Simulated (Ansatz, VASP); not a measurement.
## Cross-check of MgI2 (1T-MgI2, 1 layer) between VASP and Ansatz

Aim: how closely do two programs agree when they are given the same cell, functional and k mesh? The structure shown is the start of the Ansatz relaxation below; VASP solves that cell, so the two are compared at the walk's first step.

Main program and level: Ansatz 0.2.0; plane waves, with VASP 6.6.1 beside it; single point at PBE and single point at PBE with D3(BJ).

## Step 1: Set-up

The cell holds 3 atoms: 2 I and 1 Mg. Cell: a = 4.200 Å, b = 4.200 Å, c = 19.592 Å, α = 90.0°, β = 90.0°, γ = 120.0°. Vacuum lies along c.

Structure file:

```cif
data_structure
_symmetry_space_group_name_H-M 'P 1'
_symmetry_Int_Tables_number 1
_cell_length_a 4.2000
_cell_length_b 4.2000
_cell_length_c 19.5921
_cell_angle_alpha 90.000
_cell_angle_beta 90.000
_cell_angle_gamma 120.000
_cell_volume 299.30
loop_
_atom_site_label
_atom_site_type_symbol
_atom_site_fract_x
_atom_site_fract_y
_atom_site_fract_z
_atom_site_occupancy
I1 I 0.66667 0.33333 0.43385 1
I2 I 0.33333 0.66667 0.56615 1
Mg3 Mg 0.00000 0.00000 0.50000 1
```

## Step 2: Ansatz: relaxation, PBE

Ansatz runs on its default PAW (the set named soft_2) files.

The two programs are compared at the cell with which this relaxation starts, whose forces are those of its first step.

input.yaml reads:

```yaml
crystal:
  lattice:
    - [4.2, 0.0, 0.0]
    - [-2.1, 3.6373066959, 0.0]
    - [0.0, 0.0, 19.5921035859]
  atoms:
    - { symbol: I, position: [0.6666666667, 0.3333333333, 0.4338482574] }
    - { symbol: Mg, position: [0.0, 0.0, 0.5] }
    - { symbol: I, position: [0.3333333333, 0.6666666667, 0.5661517426] }
kpoints:
  mp_grid: { grid: [6, 6, 1] }
hamiltonian:
  xc: pbe
scf:
  occupations: { method: fermi_dirac, width: 0.05 }
  convergence: { dr2_threshold: 1.0e-08 }
efield:
  axis: 3
  dipole_correction: true
  ramp_position: 0.97
  ramp_width: 0.04
relax:
  f_tol: 0.01
  cell: { fix: [c, alpha, beta] }
output:
  write_potential: true
  write_density: true
  volumetric_format: npy
```

Started as:

```bash
ansatz run input.yaml --threads 4 --pin off --max-ram 8192MiB --backend cpu --events-out ev --progress --plain --runs-dir out
```

Numbers of over 12 decimals in the logs are rounded to 6 here.

The log of the run:

```text
Warning: relax.cell: scf.convergence.dr2_threshold = 1e-8 eV is looser than the 3e-10 eV advised for a relaxation that steers and ends on the stress (1e-10 eV for each atom of the cell: 3). What an SCF threshold leaves in a stress goes as its square root, and in the free energy as the threshold itself, and one threshold admits the most on a small cell: [figures from the program's tests cut] Set scf.convergence.dr2_threshold to 3e-10 eV or tighter. The threshold is an SCF's pass mark: one that does not reach it within its budget of iterations ends unconverged, or closes short of it on a stop that the run arms, and scf.convergence.dr2_threshold's page says what that costs each kind of run
Engine: ansatz 0.2.0, aarch64-unknown-linux-gnu
Pseudopotentials: kind: paw
Pseudopotential: I, paw, valence charge 17, recommended cutoff 420 eV (normal), I.paw.azcp
Pseudopotential: Mg, paw, valence charge 10, recommended cutoff 420 eV (normal), Mg.paw.azcp
Functional definition: PBE
  parameter kappa = 0.804
  parameter beta = 0.066725
  exchange = pbe_x(kappa = kappa, mu = beta*pi^2/3)
  correlation = pbe_c(beta = beta)
Crystal: 3 atoms, lattice volume = 299.302 Å³
Basis set: ecut = 420 eV, 5759 PW (Γ), exchange–correlation on 60×60×270 points (8 copies of the dense FFT grid, shifted against one another)
Bands: 27, of which v1, the nominal top of the filled ones, is band 22 counted from 1 (21 counted from 0)
Symmetry: 6 space group operations
k-points: 7 of 36 (time reversal used)
Non-local potential: I, projectors of the file, l = 0: 2, l = 1: 2, l = 2: 2, l = 3: 2
Non-local potential: Mg, projectors of the file, l = 0: 3, l = 1: 2, l = 2: 1
PAW form: soft (Blöchl's): semilocal exchange-correlation on the pseudo side does not see the compensation charge
PAW one-centre angular grid: I, 590 points (default); XC on 64 Gauss nodes
PAW one-centre angular grid: Mg, 110 points (default); XC on 64 Gauss nodes
Initial density: superposition of atomic densities (neutral atoms: chi_scale 0, normalization atom), corrected by the library's trained network
Initial wavefunctions: pseudopotential atomic-orbital guess
Functional: x = pbe(κ = 0.804, μ = 0.219515), c = pbe(β = 0.066725)
SCF iter   1: F=—  HF=-16951.976296 eV  |F-HF|=—  |Δ(HF+E_count)|=         —  Δρ=4.43e-4  dr2=7.32e-4  ethr=1.77e-3  p=0.000 e·Å  D=7.71e-5 V/Å  ΔV_dip=-0.00 eV  dr2_dipole=8.98e-8  V_vac-E_F(+/−)=4.63/4.63 eV  ⟨swp⟩=14.1  Hψ=1218  notcnv=0
efield: sawtooth ramp at fractional position 0.9700 (set: `efield.ramp_position`, or a place that a band, a saddle search or an elastic batch's reference lends), width 0.0400; the density the first Hamiltonian is built on has a dipole p = 0.000 e·Å; the dipole correction subtracts the counter field D = 7.71e-5 V/Å, which shifts the + side's vacuum level by -0.00 eV against the − side's; the planar-averaged density in the ramp window peaks in size at 1.4e-5 e/Å³
preconditioner: auto → Resta (q_TF=auto, 1.982 Å⁻¹)  ε∞=1.7  [insulator: Δε(μ)=3.535 eV  Ē_g=10.474 eV  σ=0.050 eV  W_gap=1.00  n_scr=54 (ndim 8)  ℏωp=8.6 eV  f_vac=0.681  D(μ)=0.00/eV (n_scr^D=0)  ε∞_Penn≈1.7  vacuum switching on, ρ_ref=8.0e-3 e/Å³]
SCF iter   2: F=—  HF=-16951.977606 eV  |F-HF|=—  |Δ(HF+E_count)|=   1.31e-3  Δρ=3.61e-4  dr2=1.61e-3  ethr=1.66e-6  p=-0.000 e·Å  D=-3.75e-5 V/Å  ΔV_dip=0.00 eV  dr2_dipole=8.72e-8  V_vac-E_F(+/−)=4.57/4.57 eV  ⟨swp⟩=3.6  Hψ=487  notcnv=0  defer=7
SCF iter   3: F=—  HF=-16951.977556 eV  |F-HF|=—  |Δ(HF+E_count)|=   4.90e-5  Δρ=1.85e-4  dr2=1.14e-4  ethr=1.66e-6  p=0.000 e·Å  D=4.41e-5 V/Å  ΔV_dip=-0.00 eV  dr2_dipole=1.35e-8  V_vac-E_F(+/−)=4.51/4.51 eV  ⟨swp⟩=3.3  Hψ=387  notcnv=0  defer=7
SCF iter   4: F=—  HF=-16951.977806 eV  |F-HF|=—  |Δ(HF+E_count)|=   2.49e-4  Δρ=6.58e-5  dr2=3.84e-5  ethr=2.58e-7  p=-0.000 e·Å  D=-1.70e-6 V/Å  ΔV_dip=0.00 eV  dr2_dipole=2.17e-9  V_vac-E_F(+/−)=4.48/4.48 eV  ⟨swp⟩=2.4  Hψ=255  notcnv=0  defer=7
SCF iter   5: F=—  HF=-16951.977831 eV  |F-HF|=—  |Δ(HF+E_count)|=   2.58e-5  Δρ=3.65e-5  dr2=1.98e-5  ethr=8.72e-8  p=0.000 e·Å  D=5.62e-5 V/Å  ΔV_dip=-0.00 eV  dr2_dipole=5.08e-8  V_vac-E_F(+/−)=4.47/4.47 eV  ⟨swp⟩=1.9  Hψ=218  notcnv=0  defer=7
SCF iter   6: F=—  HF=-16951.977830 eV  |F-HF|=—  |Δ(HF+E_count)|=   1.06e-6  Δρ=1.50e-5  dr2=3.52e-6  ethr=4.50e-8  p=-0.000 e·Å  D=-5.03e-5 V/Å  ΔV_dip=0.00 eV  dr2_dipole=6.56e-8  V_vac-E_F(+/−)=4.47/4.47 eV  ⟨swp⟩=2.0  Hψ=224  notcnv=0  defer=7
SCF iter   7: F=—  HF=-16951.977753 eV  |F-HF|=—  |Δ(HF+E_count)|=   7.73e-5  Δρ=6.90e-6  dr2=7.12e-7  ethr=8.01e-9  p=0.000 e·Å  D=1.15e-5 V/Å  ΔV_dip=-0.00 eV  dr2_dipole=9.37e-10  V_vac-E_F(+/−)=4.47/4.47 eV  ⟨swp⟩=2.0  Hψ=231  notcnv=0  defer=7
[...]
efield: sawtooth ramp at fractional position 0.9700 (set: `efield.ramp_position`, or a place that a band, a saddle search or an elastic batch's reference lends), width 0.0400; the density the first Hamiltonian is built on has a dipole p = 0.000 e·Å; the dipole correction subtracts the counter field D = 5.31e-6 V/Å, which shifts the + side's vacuum level by -0.00 eV against the − side's; the planar-averaged density in the ramp window peaks in size at 8.8e-6 e/Å³
eigensolver tolerance schedule: the retry pair's looser diagonalisation over-reported the residual by 6050.42 of it (diagonalisation noise at an unbounded share of the residual, at the tolerance the schedule requests for it); recorded, not acted on — ethr = c·dr2/N_el stays at c = 1.0e-1
preconditioner: auto → Resta (q_TF=auto, 1.982 Å⁻¹)  ε∞=1.7  [insulator: Δε(μ)=3.657 eV  Ē_g=9.908 eV  σ=0.050 eV  W_gap=1.00  n_scr=54 (ndim 8)  ℏωp=8.6 eV  f_vac=0.646  D(μ)=0.00/eV (n_scr^D=0)  ε∞_Penn≈1.7  vacuum switching on, ρ_ref=7.1e-3 e/Å³]
SCF iter   2: F=—  HF=-16952.813909 eV  |F-HF|=—  |Δ(HF+E_count)|=   1.24e-3  Δρ=4.03e-5  dr2=1.27e-7  ethr=1.03e-9  p=0.000 e·Å  D=1.42e-5 V/Å  ΔV_dip=-0.00 eV  dr2_dipole=2.58e-10  V_vac-E_F(+/−)=4.63/4.63 eV  ⟨swp⟩=3.7  Hψ=432  notcnv=0
SCF iter   3: F=—  HF=-16952.814597 eV  |F-HF|=—  |Δ(HF+E_count)|=   6.89e-4  Δρ=1.01e-5  dr2=2.74e-8  ethr=2.89e-10  p=0.000 e·Å  D=4.77e-6 V/Å  ΔV_dip=-0.00 eV  dr2_dipole=8.62e-10  V_vac-E_F(+/−)=4.63/4.63 eV  ⟨swp⟩=3.1  Hψ=295  notcnv=0
SCF iter   4: F=—  HF=-16952.814703 eV  |F-HF|=—  |Δ(HF+E_count)|=   1.06e-4  Δρ=1.24e-6  dr2=2.01e-9  ethr=2.27e-11  p=0.000 e·Å  D=1.47e-5 V/Å  ΔV_dip=-0.00 eV  dr2_dipole=3.24e-10  V_vac-E_F(+/−)=4.63/4.63 eV  ⟨swp⟩=15.6  Hψ=1402  notcnv=0
iter 5 met the thresholds in force, and the SCF goes on: an eigenvalue changes by 3.64 meV, over its tolerance of 3.16 meV (output.eigenvalues, Limitations)
SCF iter   5: F=-16952.814707 eV  HF=-16952.814707 eV  |F-HF|=2.38e-7  |Δ(HF+E_count)|=   3.68e-6  Δρ=3.06e-7  dr2=6.86e-10  ethr=4.57e-12  p=0.000 e·Å  D=8.31e-6 V/Å  ΔV_dip=-0.00 eV  dr2_dipole=1.59e-10  V_vac-E_F(+/−)=4.63/4.63 eV  ⟨swp⟩=9.1  Hψ=1137  notcnv=0
SCF iter   6: F=-16952.814707 eV  HF=-16952.814707 eV  |F-HF|=2.09e-8  |Δ(HF+E_count)|=   2.17e-7  Δρ=1.37e-7  dr2=1.14e-10  ethr=1.56e-12  p=0.000 e·Å  D=1.13e-5 V/Å  ΔV_dip=-0.00 eV  dr2_dipole=3.07e-12  V_vac-E_F(+/−)=4.63/4.63 eV  ⟨swp⟩=7.1  Hψ=959  notcnv=0
SCF 6 converged in 6 iterations: F = -16952.814707 eV  dr2 = 1.14e-10
relax step   6: F+E_penalty+E_count = -16952.81470698 eV  Δ(F+E_penalty+E_count) = -1.063e-5 eV  max|allowed force component| = 1.654e-3 eV/Å  Δτ_max = 0.0000 Å  P = +0.011 GPa  Ω = 299.770 Å³  fix = [c, alpha, beta]  reactions: c +0.003 GPa  stress off target by 1.45e-2 GPa on what of the cell is left free  SCF on the basis re-selected at this cell (its energy is not comparable with the rows above)  (6 SCF iters)
basis re-selected at this cell: Δ(F+E_penalty+E_count) = -1.063e-5 eV, ΔP = -0.000 GPa vs the last step (what re-selecting the basis moved, of the pressure what is left beyond the Pulay correction that the steps carried, after the strain that the cell walked since its last selection, with what the two solves' SCF thresholds leave and, on support functions, any second-order correction that the steps lacked; it is no m [...]
WARN: The input density's exchange-correlation potential varies sharply where the density is thin. Do not read a vacuum level from v_tot or v_xc, or from such a field of the output density. On a cell that repeats whose density bears no net charge and no dipole along the vacuum's axis use v_es (v_loc + v_h of the components); under efield.dipole_correction with no amplitude use v_es + v_field, which holds any external [...]
SCF converged after 6 iterations
an eigenvalue changed by more than its tolerance at an iteration that met the thresholds in force, so the SCF went on 1 time: the last check found none over its tolerance
Free energy (F): -16952.814707 eV
Harris-Foulkes:  -16952.814707 eV  (|F-HF|=2.09e-8)
Internal energy: -16952.814707 eV  (E = F + TS)
E sigma→0 (E₀):  -16952.814707 eV
Fermi energy:    -0.791590 eV
Dipole field:    D = 0.000009 V/Å  (p = 0.000016 e·Å, saw-weighted, corrected)
Work function:   Φ+ = 4.6333 eV   Φ− = 4.6334 eV
Levels:          The Fermi level and band energies are counted from a zero that moves with the ramp; work functions are not
--- Per-component energies (eV) ---
  E_band       = -1448.195141
  E_kinetic    = 453.052908
  E_local      = -25148.327360  (includes V_loc(G=0)·N_el)
  E_nonlocal   = -85.660436
  E_hartree    = 12245.418676
  E_xc         = -284.729690
  E_vxc        = -294.079604  (∫ρ·V_xc dr)
  E_paw        = -9926.410330  (= ΣΔE_a)
  E_vpaw       = -864.019037  (= ΣTr[D̂ρ^β])
  E_aug_tail   = -0.000015  (compensation charges beyond the density's cutoff)
  E_efield     = 0.000000  (sawtooth field / dipole correction)
  E_vefield    = -0.000081  (∫n·V_field dr)
  E_ewald      = 5793.841539
  E_smearing   = -0.000000  (= −TS)
  E_closure    = 0.000000  (closes the sum)
  Σ components = -16952.814707   (vs F -16952.814707, Δ=0.00e0)
--- Forces (eV/Å), atoms counted from 1 ---
  atom   1  I     -0.00000000    -0.00000000    -0.00159996
  atom   2  Mg    -0.00000000     0.00000000    -0.00005367
  atom   3  I      0.00000000     0.00000000     0.00165392
  max |Σ_I F_I| component: 2.92e-7 eV/Å
--- Stress (GPa, compression-positive) ---
        0.014487       0.000000       0.000000
        0.000000       0.014487      -0.000000
        0.000000      -0.000000       0.002895
  P = ⅓ Tr σ = 0.0106 GPa (0.106 kbar)
--- Band table (eV; the first three rows and the last of 7) ---
  k-point 0: bands = [... 18 lower, -2.8924, -2.8924, -2.6234, -2.6234, 1.3710, 2.2855, 3.4614, 3.4919, ... 1 higher]
  k-point 1: bands = [... 18 lower, -3.3485, -3.1708, -3.0713, -2.6969, 2.0042, 2.8644, 3.5261, 3.5747, ... 1 higher]
  k-point 2: bands = [... 18 lower, -4.0108, -3.5740, -3.1188, -2.9189, 1.4543, 2.9069, 3.4647, 4.3564, ... 1 higher]
  k-point 6: bands = [... 18 lower, -4.9285, -4.4252, -3.3046, -3.3045, 1.8258, 3.9001, 3.9001, 5.3235, ... 1 higher]
--- Relaxed structure (5 steps of the walk, 5 accepted, 1 SCFs on fresh bases) ---
  F+E_penalty+E_count = -16952.81470698 eV   max|allowed force component| = 1.654e-3 eV/Å   (the final SCF, on the basis selected at the relaxed cell)
  cell:  # Å, volume = 299.7702 Å³
    - [4.203280, 0.0, 0]
    - [-2.101640, 3.640148, 0]
    - [0, 0, 19.5921035859]
  atoms:
    - { symbol: I, position: [0.666667, 0.333333, 0.414565] }
    - { symbol: Mg, position: [0, 0, 0.500000] }
    - { symbol: I, position: [0.333333, 0.666667, 0.585435] }
```

## Step 3: VASP: single point, PBE, start cell

The same cell, functional, mesh and smearing now go to VASP, with its own data sets.

Lines of VASP's logs that name or quote its potential files are left out, and so is its time.

INCAR reads:

```
SYSTEM = MgI2
PREC = Accurate
ENCUT = 520
EDIFF = 1E-06
NELM = 120
ISMEAR = -1
SIGMA = 0.05
LREAL = .FALSE.
ALGO = Normal
GGA = PE
NBANDS = 14
LORBIT = 11
LWAVE = .FALSE.
LCHARG = .FALSE.
ISIF = 2
LDIPOL = .TRUE.
IDIPOL = 3
DIPOL = 0.5 0.5 0.5
LVHAR = .TRUE.
LASPH = .TRUE.
GGA_COMPAT = .FALSE.
EFERMI = MIDGAP
NELMDL = -8
KPAR = 2
```

POSCAR reads:

```
MgI2
1.0
    4.2000000000      0.0000000000      0.0000000000
   -2.1000000000      3.6373070000      0.0000000000
    0.0000000000      0.0000000000     19.5921040000
I Mg
2 1
Direct
    0.6666667125      0.3333334250      0.4338482483
    0.3333332875      0.6666665750      0.5661517517
    0.0000000000      0.0000000000      0.5000000000
```

KPOINTS reads:

```
Automatic mesh
0
Gamma
6 6 1
0 0 0
```

PAW data sets: I and Mg (PBE family, release 64).

Started as:

```bash
mpirun -np 2 vasp_std
```

The log of the run:

```text
[banner, memory and clock lines left out]
running    2 mpi-ranks, on    1 nodes
 distrk:  each k-point on    1 cores,    2 groups
 distr:  one band on    1 cores,    1 groups

 POSCAR found type information on POSCAR I Mg
 POSCAR found :  2 types and       3 ions
 LDA part: xc-table for (Slater+PW92), standard interpolation
 POSCAR, INCAR and KPOINTS ok, starting setup
 FFT: planning ... GRIDC
 FFT: planning ... GRID_SOFT
 FFT: planning ... GRID
 WAVECAR not read
 entering main loop
       N       E                     dE             d eps       ncg     rms          rms(c)
DAV:   1     0.108778976193E+03    0.10878E+03   -0.45561E+03   196   0.773E+02
DAV:   2     0.602500476553E+01   -0.10275E+03   -0.96078E+02   342   0.128E+02
DAV:   3    -0.664768184840E+01   -0.12673E+02   -0.12587E+02   268   0.551E+01
DAV:   4    -0.702088040189E+01   -0.37320E+00   -0.37307E+00   262   0.120E+01
DAV:   5    -0.703331229566E+01   -0.12432E-01   -0.12432E-01   302   0.244E+00
DAV:   6    -0.703345275062E+01   -0.14045E-03   -0.14045E-03   270   0.229E-01
DAV:   7    -0.703345748534E+01   -0.47347E-05   -0.47346E-05   304   0.347E-02
DAV:   8    -0.703345750420E+01   -0.18863E-07   -0.18973E-07   208   0.266E-03    0.509E+00
DAV:   9    -0.692390881555E+01    0.10955E+00   -0.13003E-01   238   0.171E+00    0.332E+00
DAV:  10    -0.690567961195E+01    0.18229E-01   -0.18160E-01   250   0.211E+00    0.641E-01
DAV:  11    -0.690186494566E+01    0.38147E-02   -0.19409E-02   226   0.694E-01    0.141E-01
DAV:  12    -0.690193099263E+01   -0.66047E-04   -0.43347E-04   262   0.137E-01    0.609E-02
DAV:  13    -0.690192582733E+01    0.51653E-05   -0.12043E-04   232   0.546E-02    0.496E-02
DAV:  14    -0.690197200205E+01   -0.46175E-04   -0.28660E-05   238   0.353E-02    0.166E-02
DAV:  15    -0.690197468840E+01   -0.26863E-05   -0.11124E-06   200   0.618E-03    0.999E-03
DAV:  16    -0.690198721073E+01   -0.12522E-04   -0.11864E-06   206   0.576E-03    0.683E-03
DAV:  17    -0.690198926933E+01   -0.20586E-05   -0.12719E-07   200   0.205E-03    0.608E-03
DAV:  18    -0.690199311214E+01   -0.38428E-05   -0.41702E-07   180   0.255E-03    0.423E-03
DAV:  19    -0.690199404170E+01   -0.92956E-06   -0.10220E-07   170   0.116E-03
   1 F= -.69019940E+01 E0= -.69019940E+01  d E =-.672533E-15
```

OUTCAR, selected parts (step 3):

```text
ion  position               nearest neighbor table
   1  0.667  0.333  0.434-   3 2.75   3 2.75   3 2.75   2 3.55   2 3.55   2 3.55
   2  0.333  0.667  0.566-   3 2.75   3 2.75   3 2.75   1 3.55   1 3.55   1 3.55
   3  0.000  0.000  0.500-   2 2.75   1 2.75   2 2.75   1 2.75   1 2.75   2 2.75

  LATTYP: Found a hexagonal cell.
 ALAT       =     4.2000000000
 C/A-ratio  =     4.6647866667

 Subroutine GETGRP returns: Found 12 space group operations
 (whereof 12 operations were pure point group operations)

The static configuration has the point symmetry D_3d.

 Found      7 irreducible k-points:

   k-points           NKPTS =      7   k-points in BZ     NKDIM =      7   number of bands    NBANDS=     14

   dimension x,y,z NGX =    32 NGY =   32 NGZ =  150
   dimension x,y,z NGXF=    64 NGYF=   64 NGZF=  300

   ENCUT  =  520.0 eV  38.22 Ry    6.18 a.u.   7.81  7.81 36.43*2*pi/ulx,y,z

   NELECT =      16.0000    total number of electrons

 k-points in reciprocal lattice and weights: Automatic mesh
   0.00000000  0.00000000  0.00000000       0.028
   0.16666667  0.00000000  0.00000000       0.167
   0.33333333 -0.00000000  0.00000000       0.167
   0.50000000  0.00000000  0.00000000       0.083
   0.16666667  0.16666667  0.00000000       0.167
   0.33333333  0.16666667  0.00000000       0.333
   0.33333333  0.33333333  0.00000000       0.056

 dipolmoment           0.000000      0.000000     -0.000000 electrons x Angstroem

 average (electrostatic) potential at core
       1 -98.0773       2 -98.0773       3 -44.1939

 E-fermi :  -1.5623

 k-point     1 :       0.0000    0.0000    0.0000
  band No.  band energies     occupation
    ...
      4      -4.6374      2.00000
      5      -4.6374      2.00000
      6      -3.8638      2.00000
      7      -3.8638      2.00000
      8      -3.6095      2.00000
      9       0.7847      0.00000
     10       1.1717      0.00000
     11       2.5081      0.00000
     12       2.5394      0.00000
     13       2.6812      0.00000
    ...

 k-point     2 :       0.1667    0.0000    0.0000
  band No.  band energies     occupation
    ...
      4      -5.7002      2.00000
      5      -5.0054      2.00000
      6      -4.4539      2.00000
      7      -3.7981      2.00000
      8      -3.3300      2.00000
      9       1.3267      0.00000
     10       1.7867      0.00000
     11       2.4032      0.00000
     12       2.5457      0.00000
     13       3.1921      0.00000
    ...

 k-point     3 :       0.3333   -0.0000    0.0000
  band No.  band energies     occupation
    ...
      4      -6.4697      2.00000
      5      -5.4956      2.00000
      6      -4.7772      2.00000
      7      -3.8810      2.00000
      8      -3.5369      2.00000
      9       0.5536      0.00000
     10       2.1133      0.00000
     11       3.1370      0.00000
     12       3.6239      0.00000
     13       4.2514      0.00000
    ...

  Total        4.7754933      4.7754941      6.2251062      0.0000000     -0.0000000      0.0000000
  in kB       25.5633930     25.5633973     33.3232247      0.0000000     -0.0000000      0.0000000
  external PRESSURE =      28.1500050 kB  Pullay stress =       0.0000000 kB

  energy-cutoff  :      520.00
  volume of cell :      299.30
      direct lattice vectors                 reciprocal lattice vectors
     4.200000000  0.000000000  0.000000000     0.238095238  0.137464338  0.000000000
    -2.100000000  3.637307000  0.000000000     0.000000000  0.274928677  0.000000000
     0.000000000  0.000000000 19.592104000     0.000000000  0.000000000  0.051040970

 POSITION                                       TOTAL-FORCE (eV/Angst)
 -----------------------------------------------------------------------------------
      2.10000      1.21244      8.50000         0.000000     -0.000000     -2.402609
     -0.00000      2.42487     11.09210         0.000000      0.000000      2.402609
      0.00000      0.00000      9.79605        -0.000000      0.000000      0.000000
 -----------------------------------------------------------------------------------
    total drift:                                0.000000     -0.000000     -0.000000

  FREE ENERGIE OF THE ION-ELECTRON SYSTEM (eV)
  ---------------------------------------------------
  free  energy   TOTEN  =        -6.9019940417 eV

  energy  without entropy=       -6.9019940417  energy(sigma->0) =       -6.90199404

 vacuum level on the upper side and lower side of the slab         2.953         2.953

 total charge
# of ion       s       p       d       tot
------------------------------------------
    1        1.505   2.893   0.020   4.418
    2        1.505   2.893   0.020   4.418
    3        0.155   0.151   0.045   0.351
--------------------------------------------------
tot          3.164   5.937   0.085   9.186

[... 3 further parts left out ...]
```

(Part 1 of 2 ends here.)

[Lines on the potential files, build, host, timing and source positions are cut from VASP's logs without a mark.]

[Logs are printed without paths, hosts, clocks, repeated set-up lines and the standing remarks that a program may print on its own settings, such as how far it seeks lower states.]

[Hosts, paths, dates, database ids (printed as entryN), source tags and the programs' standing remarks are cut or masked in the printed files.]
